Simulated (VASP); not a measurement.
# BN (P6_3/mmc) in VASP: further runs

One crystal, BN, is run at these levels: LDA; tasks: relaxation of cell and atoms, relaxation of shape and atoms at fixed volume.

Program: VASP 6.6.1. These are calculated values, not measurements. Logs are shortened: lines on timing, memory, paths and dates and some standing lists are left out, and cuts for length are marked.

**1. The structure**

The structure is hexagonal, space group P6_3/mmc (No. 194). The conventional cell has a = 2.498 Å, b = 2.498 Å, c = 6.636 Å, α = 90.00°, β = 90.00°, γ = 120.00°. B (site symmetry -6m2) is surrounded by 3 N at 1.44 Å. Around N (site symmetry -6m2) lie 3 B at 1.44 Å.

**2. Relaxation of cell and atoms, LDA**

INCAR reads:

```
SYSTEM = BN
PREC = Accurate
ENCUT = 520
EDIFF = 1E-7
ISMEAR = 0
SIGMA = 0.02
LREAL = .False.
LASPH = .True.
NELM = 80
ALGO = Normal
ISIF = 3
LWAVE = .False.
LCHARG = .False.
IBRION = 2
NSW = 80
EDIFFG = -0.002
```

KPOINTS reads:

```
Automatic mesh
0
Gamma
  15 15 6
  0 0 0
```

POSCAR reads:

```
BN
1.0
    2.4982400000      0.0000000000      0.0000000000
   -1.2491200000      2.1635393000      0.0000000000
    0.0000000000      0.0000000000      6.6357000000
B N
2 2
Direct
    0.3333333300      0.6666666700      0.2500000000
    0.6666666700      0.3333333300      0.7500000000
    0.3333333300      0.6666666700      0.7500000000
    0.6666666700      0.3333333300      0.2500000000
```

Potentials or basis: VASP PAW LDA potentials, release 64 (B, N).

The run is started by

```sh
> cat potpaw_LDA.64/B/POTCAR potpaw_LDA.64/N/POTCAR > POTCAR
> mpirun -np 1 vasp_std > vasp.out
```

OUTCAR:

```text
SYSTEM = BN
   PREC = Accurate
   ENCUT = 520
   EDIFF = 1E-7
   ISMEAR = 0
   LREAL = .False.
   LASPH = .True.
   NELM = 80
   ISIF = 3
   IBRION = 2
   NSW = 80
   EDIFFG = -0.002

 ion  position               nearest neighbor table
   1  0.333  0.667  0.250-   4 1.44   4 1.44   4 1.44
   2  0.667  0.333  0.750-   3 1.44   3 1.44   3 1.44
   3  0.333  0.667  0.750-   2 1.44   2 1.44   2 1.44
   4  0.667  0.333  0.250-   1 1.44   1 1.44   1 1.44

  LATTYP: Found a hexagonal cell.
 ALAT       =     2.4982400000
 C/A-ratio  =     2.6561499296

  Lattice vectors:

 A1 = (   2.4982400000,   0.0000000000,   0.0000000000)
 A2 = (  -1.2491200000,   2.1635393000,   0.0000000000)
 A3 = (   0.0000000000,   0.0000000000,   6.6357000000)

Analysis of symmetry for initial positions (statically):
=====================================================================
 Subroutine PRICEL returns:
 Original cell was already a primitive cell.

 Routine SETGRP: Setting up the symmetry group for a
 hexagonal supercell.

 Subroutine GETGRP returns: Found 24 space group operations
 (whereof 12 operations were pure point group operations)
 out of a pool of 24 trial point group operations.

The static configuration has the point symmetry D_3d.
 The point group associated with its full space group is D_6h.

Analysis of symmetry for dynamics (positions and initial velocities):
=====================================================================
 Subroutine PRICEL returns:
 Original cell was already a primitive cell.

 Routine SETGRP: Setting up the symmetry group for a
 hexagonal supercell.

 Subroutine GETGRP returns: Found 24 space group operations
 (whereof 12 operations were pure point group operations)
 out of a pool of 24 trial point group operations.

The dynamic configuration has the point symmetry D_3d.
 The point group associated with its full space group is D_6h.

 Subroutine INISYM returns: Found 24 space group operations
 (whereof 12 operations are pure point group operations),
 and found     1 'primitive' translations

----------------------------------------------------------------------------------------

                                     Primitive cell

  volume of cell :      35.8662

  direct lattice vectors                    reciprocal lattice vectors
     2.498240000  0.000000000  0.000000000     0.400281798  0.231102805  0.000000000
    -1.249120000  2.163539300  0.000000000     0.000000000  0.462205609  0.000000000
     0.000000000  0.000000000  6.635700000     0.000000000  0.000000000  0.150700002

  length of vectors
     2.498240000  2.498239996  6.635700000     0.462205608  0.462205609  0.150700002

  position of ions in fractional coordinates (direct lattice)
     0.333333330  0.666666670  0.250000000
     0.666666670  0.333333330  0.750000000
     0.333333330  0.666666670  0.750000000
     0.666666670  0.333333330  0.250000000

  ion indices of the primitive-cell ions
   primitive index   ion index
                 1           1
                 2           2
                 3           3
                 4           4

----------------------------------------------------------------------------------------

 KPOINTS: Automatic mesh

Automatic generation of k-mesh.
 Grid dimensions read from file:
 generate k-points for:   15   15    6

 Generating k-lattice:

  Cartesian coordinates                     Fractional coordinates (reciprocal lattice)
     0.026685453  0.015406854  0.000000000     0.066666667 -0.000000000  0.000000000
     0.000000000  0.030813707  0.000000000     0.000000000  0.066666667  0.000000000
     0.000000000  0.000000000  0.025116667     0.000000000  0.000000000  0.166666667

  Length of vectors
     0.030813707  0.030813707  0.025116667

  Shift w.r.t. Gamma in fractional coordinates (k-lattice)
     0.000000000  0.000000000  0.000000000

 Subroutine IBZKPT returns following result:
 ===========================================

 Found    108 irreducible k-points:

 Following reciprocal coordinates:
            Coordinates               Weight
  0.000000  0.000000  0.000000      1.000000
  0.066667  0.000000  0.000000      6.000000
  0.133333 -0.000000  0.000000      6.000000
  0.200000 -0.000000  0.000000      6.000000
  0.266667 -0.000000  0.000000      6.000000
  0.333333  0.000000  0.000000      6.000000
[... 16 lines left out ...]
  0.333333  0.200000  0.000000     12.000000
  0.400000  0.200000  0.000000      6.000000
 [... further k-points ...]
   k-points           NKPTS =    108   k-points in BZ     NKDIM =    108   number of bands    NBANDS=     12
   number of dos      NEDOS =    301   number of ions     NIONS =      4
   total plane-waves  NPLWV =  20000
   dimension x,y,z NGX =    20 NGY =   20 NGZ =   50
   dimension x,y,z NGXF=    40 NGYF=   40 NGZF=  100
   ions per type =               2   2
   NGX,Y,Z   is equivalent  to a cutoff of  13.31, 13.31, 12.53 a.u.
   NGXF,Y,Z  is equivalent  to a cutoff of  26.62, 26.62, 25.05 a.u.
 SYSTEM =  BN
   PREC   = accura    normal or accurate (medium, high low for compatibility)
   ISTART =      0    job   : 0-new  1-cont  2-samecut
   ICHARG =      2    charge: 1-file 2-atom 10-const
   ISPIN  =      1    spin polarized calculation?
   LNONCOLLINEAR =      F non collinear calculations
   LSORBIT =      F    spin-orbit coupling
   LASPH  =      T    aspherical Exc in radial PAW
   ENCUT  =  520.0 eV  38.22 Ry    6.18 a.u.   4.65  4.65 12.34*2*pi/ulx,y,z
   NELM   =     80;   NELMIN=  2; NELMDL= -5     # of ELM steps
   EDIFF  = 0.1E-06   stopping-criterion for ELM
   LREAL  =      F    real-space projection
   EDIFFG = -.2E-02   stopping-criterion for IOM
   NSW    =     80    number of steps for IOM
   IBRION =      2    ionic relax: 0-MD 1-quasi-New 2-CG
   NFREE  =      1    steps in history (QN), initial steepest desc. (CG)
   ISIF   =      3    stress and relaxation
   ISYM   =      2    0-nonsym 1-usesym 2-fastsym
   POTIM  = 0.5000    time-step for ionic-motion
   TEBEG  =    0.0;   TEEND  =   0.0 temperature during run
   PSTRESS=    0.0 pullay stress
   NELECT =      16.0000    total number of electrons
   NUPDOWN=      -1.0000    fix difference up-down
   EMIN   =  10.00;   EMAX   =-10.00  energy-range for DOS
   EFERMI =   0.00;   METHOD = LEGACY
   ISMEAR =     0;   SIGMA  =   0.02  broadening in eV -4-tet -1-fermi 0-gaus
   EFERMI_NEDOS =   21; number of points for ismear=-14 and -15
   IALGO  =     38    algorithm
   IMIX   =      4    mixing-type and parameters
     AMIX     =   0.40;   BMIX     =  1.00
     AMIX_MAG =   1.60;   BMIX_MAG =  1.00
  volume/ion in A,a.u.               =       8.97        60.51
  Fermi-wavevector in a.u.,A,eV,Ry     =   1.250891  2.363842 21.289433  1.564729
  Thomas-Fermi vector in A             =   2.384864
   LORBIT       =      0    0 simple, 1 ext, 2 COOP (PROOUT), +10 PAW based schemes
   GGA     = CA    functional components
   LHFCALC =     F    Hartree Fock is set to
   AEXX    =    0.0000 exact exchange contribution
   IVDW    =     0    specifies the selected vdW correction
   LEPSILON=     F    determine dielectric tensor
   LRPA    =     F    only Hartree local field effects (RPA)
 conjugate gradient relaxation of ions
 non-spin polarized calculation
 Gauss-broadening in eV      SIGMA  =   0.02
  energy-cutoff  :      520.00
  volume of cell :       35.87
 maximum number of plane-waves:       985
 NGX is ok and might be reduce to    20
   NGX =  9   NGY =  9   NGZ = 25

--------------------------------------- Ionic step        1  -------------------------------------------

 number of electron      16.0000003 magnetization

 Free energy of the ion-electron system (eV)
  ---------------------------------------------------
  ext. energy  EPLUGINS =         0.00000000
  ---------------------------------------------------
  free energy    TOTEN  =       -38.57714604 eV

  energy without entropy =      -38.57714604  energy(sigma->0) =      -38.57714604

------------------------ aborting loop because EDIFF is reached ----------------------------------------

  FORCE on cell =-STRESS in cart. coord.  units (eV):
  Direction    XX          YY          ZZ          XY          YZ          ZX
  --------------------------------------------------------------------------------------
  -------------------------------------------------------------------------------------
  Total       -0.7581922     -0.7581922     -0.1590116      0.0000000      0.0000000      0.0000000
  in kB      -33.8691418    -33.8691417     -7.1031945      0.0000000      0.0000000      0.0000000
  external PRESSURE =     -24.9471593 kB  Pullay stress =       0.0000000 kB
[... 95 lines left out ...]
  FREE ENERGIE OF THE ION-ELECTRON SYSTEM (eV)
  ---------------------------------------------------
  free  energy   TOTEN  =       -38.5795921771 eV

  energy  without entropy=      -38.5795921771  energy(sigma->0) =      -38.57959218

[... ionic steps 4 to 9 ...]

--------------------------------------- Ionic step       10  -------------------------------------------

 number of electron      15.9999998 magnetization

------------------------ aborting loop because EDIFF is reached ----------------------------------------
[... 71 lines left out ...]
--------------------------------------- Ionic step       12  -------------------------------------------

 number of electron      15.9999998 magnetization

 Free energy of the ion-electron system (eV)
  ---------------------------------------------------
  ext. energy  EPLUGINS =         0.00000000
  ---------------------------------------------------
  free energy    TOTEN  =       -38.58163140 eV

  energy without entropy =      -38.58163140  energy(sigma->0) =      -38.58163140

 E-fermi :   2.6667     XC(G=0): -10.7255

 val. band max:        2.4949453481   @ k =   0.3333   0.2667   0.0000
 cond. band min:       6.5594653356   @ k =   0.4667   0.0667   0.0000
 fundamental gap:      4.0645199875
 Fermi energy:         2.6666908995

 k-point     1 :       0.0000    0.0000    0.0000
  band No.  band energies     occupation
      1     -15.2708      2.00000
      2     -14.8869      2.00000
      3      -4.0915      2.00000
      4      -1.5864      2.00000
      5       1.1225      2.00000
      6       1.1225      2.00000
      7       1.1707      2.00000
      8       1.1707      2.00000
      9       7.5797      0.00000
     10      12.8786      0.00000
     11      13.9958      0.00000
     12      13.9958      0.00000
[... 331 lines left out ...]
 k-point    24 :       0.4000    0.2000    0.0000
  band No.  band energies     occupation
      1     -11.6029      2.00000
      2     -11.5322      2.00000
      3      -6.0792      2.00000
      4      -5.9692      2.00000
      5      -3.5075      2.00000
      6      -3.4140      2.00000
      7       1.5028      2.00000
      8       2.3951      2.00000
      9       6.8912      0.00000
     10       7.8397      0.00000
     11      14.1146      0.00000
     12      14.1893      0.00000

 [... further k-points ...]
[... 5 lines left out ...]
  --------------------------------------------------------------------------------------
  -------------------------------------------------------------------------------------
  Total       -0.0002683     -0.0002683      0.0010796      0.0000000     -0.0000000      0.0000000
  in kB       -0.0123820     -0.0123820      0.0498335      0.0000000     -0.0000000      0.0000000
  external PRESSURE =       0.0083565 kB  Pullay stress =       0.0000000 kB
[... 19 lines left out ...]
  FREE ENERGIE OF THE ION-ELECTRON SYSTEM (eV)
  ---------------------------------------------------
  free  energy   TOTEN  =       -38.5816314044 eV

  energy  without entropy=      -38.5816314044  energy(sigma->0) =      -38.58163140

 reached required accuracy - stopping structural energy minimisation
```

It took 3.5 min on 1 thread of AMD EPYC 7R13 (Zen 3), shared host; peak memory 0.13 GiB.

Results:

| Quantity | Value |
| --- | --- |
| Free energy | -38.5816 eV |
| Relaxed volume | 8.68 Å³/atom |
| Relaxed cell | a = 2.491 Å, b = 2.491 Å, c = 6.461 Å, α = 90.00°, β = 90.00°, γ = 120.00° |
| Space group after relaxing (to 0.05 Å) | P6_3/mmc (No. 194) |
| Energy gained by relaxing | 1.1 meV/atom |
| Ionic steps | 12 |
| Pressure after relaxing | 0.0 GPa |
| Band gap on the k mesh | 4.06 eV, indirect (least direct gap 4.45 eV) |

The path:
```
step  energy change (eV)  largest force (eV/Å)  pressure (GPa)  volume (Å³)
   1              0.0000                0.0000           -2.49        35.87
   2              0.0066                0.0000            4.43        35.15
   3             -0.0024                0.0000           -0.20        35.62
   4             -0.0024                0.0000           -0.15        35.61
   5             -0.0027                0.0000           -0.13        35.56
   6             -0.0033                0.0000           -0.10        35.38
   7             -0.0042                0.0000           -0.02        35.03
   8             -0.0041                0.0000            0.17        34.34
   9             -0.0045                0.0000            0.06        34.72
  10             -0.0045                0.0000            0.07        34.70
  11             -0.0043                0.0000           -0.59        34.77
  12             -0.0045                0.0000            0.00        34.71
```

Final structure:
```
CELL_PARAMETERS angstrom
2.49068 0.00000 0.00000
-1.24534 2.15699 0.00000
0.00000 0.00000 6.46100
ATOMIC_POSITIONS crystal
B 0.33333 0.66667 0.25000
B 0.66667 0.33333 0.75000
N 0.33333 0.66667 0.75000
N 0.66667 0.33333 0.25000
```

Levels at points of the mesh, in eV from the valence-band top:
| k point | band 4 | band 5 | band 6 | band 7 | band 8 | band 9 | band 10 | band 11 | band 12 |
| --- | --- | --- | --- | --- | --- | --- | --- | --- | --- |
| (0.00, 0.00, 0.00) | -4.08 | -1.37 | -1.37 | -1.32 | -1.32 | 5.08 | 10.38 | 11.50 | 11.50 |
| (0.00, 0.00, 0.50) | -5.49 | -1.35 | -1.35 | -1.35 | -1.35 | 7.68 | 7.68 | 11.58 | 11.58 |

Caveat: an odd mesh through Γ misses points on the zone boundary, where band edges often lie.

**3. Relaxation of cell and atoms, LDA**

This run uses another cell than the first one, of 8.68 Å³/atom, 0.968 times its volume.

INCAR is that of step 2.

KPOINTS is that of step 2.

POSCAR reads:

```
BN                                      
1.0
    2.4906788061      0.0000000000      0.0000000000
   -1.2453394031      2.1569911140      0.0000000000
    0.0000000000      0.0000000000      6.4610036992
  B               N             
     2     2
Direct
     0.3333333300000021    0.6666666699999979    0.2500000000000000
     0.6666666699999979    0.3333333300000021    0.7500000000000000
     0.3333333300000021    0.6666666699999979    0.7500000000000000
     0.6666666699999979    0.3333333300000021    0.2500000000000000
```

Potentials or basis: VASP PAW LDA potentials, release 64 (B, N).

The run is started by

```sh
> cat potpaw_LDA.64/B/POTCAR potpaw_LDA.64/N/POTCAR > POTCAR
> mpirun -np 1 vasp_std > vasp.out
```

Wall time 28 s (1 thread of AMD EPYC 7R13 (Zen 3), shared host); peak memory 0.13 GiB.

The run converged. Its results:

* Free energy: -38.5806 eV
* Pressure after relaxing: 0.0 GPa
* Band gap on the k mesh: 4.06 eV, indirect (least direct gap 4.45 eV)

Final structure:
```yaml
crystal:
  lattice:
    - [2.49068, 0.00000, 0.00000]
    - [-1.24534, 2.15699, 0.00000]
    - [0.00000, 0.00000, 6.46100]
  atoms:
    - { symbol: B, position: [0.33333, 0.66667, 0.25000] }
    - { symbol: B, position: [0.66667, 0.33333, 0.75000] }
    - { symbol: N, position: [0.33333, 0.66667, 0.75000] }
    - { symbol: N, position: [0.66667, 0.33333, 0.25000] }
```

Levels at points of the mesh, in eV from the valence-band top:
```tsv
k point	band 4	band 5	band 6	band 7	band 8	band 9	band 10	band 11	band 12
(0.00, 0.00, 0.00)	-4.08	-1.37	-1.37	-1.32	-1.32	5.08	10.38	11.50	11.59
(0.00, 0.00, 0.50)	-5.49	-1.35	-1.35	-1.35	-1.35	7.68	7.68	11.58	11.58
```

Caveat: the relaxation stopped at its first step, so nothing moved; an odd mesh through Γ misses points on the zone boundary, where band edges often lie.

**4. Relaxation of shape and atoms at fixed volume, LDA**

This run uses another cell than the first one, of 8.68 Å³/atom, 0.968 times its volume.

Edit INCAR of step 3 so:

```diff
@@ -10,3 +10,3 @@
 ALGO = Normal
-ISIF = 3
+ISIF = 4
 LWAVE = .False.
```

KPOINTS is that of step 3.

POSCAR is that of step 3.

The run is started by

```sh
> cat potpaw_LDA.64/B/POTCAR potpaw_LDA.64/N/POTCAR > POTCAR
> mpirun -np 1 vasp_std > vasp.out
```

It took 28 s on 1 thread of AMD EPYC 7R13 (Zen 3), shared host; peak memory 0.13 GiB.

Results (log left out):

```
Free energy             : -38.5806 eV
Pressure after relaxing : 0.0 GPa
Band gap on the k mesh  : 4.06 eV, indirect (least direct gap 4.45 eV)
```

Final structure:
```
B N
1.0
     2.49068    0.00000    0.00000
    -1.24534    2.15699    0.00000
     0.00000    0.00000    6.46100
B N
2 2
Direct
  0.33333 0.66667 0.25000
  0.66667 0.33333 0.75000
  0.33333 0.66667 0.75000
  0.66667 0.33333 0.25000
```

Levels at points of the mesh, in eV from the valence-band top:
```
           k point  band 5  band 6  band 7  band 8  band 9  band 10  band 11  band 12
(0.00, 0.00, 0.00)   -1.37   -1.37   -1.32   -1.32    5.08    10.38    11.50    11.59
(0.00, 0.00, 0.50)   -1.35   -1.35   -1.35   -1.35    7.68     7.68    11.58    11.58
```

Caveat: the relaxation stopped at its first step, so nothing moved; an odd mesh through Γ misses points on the zone boundary, where band edges often lie.

(Continued in part 2 of 2.)
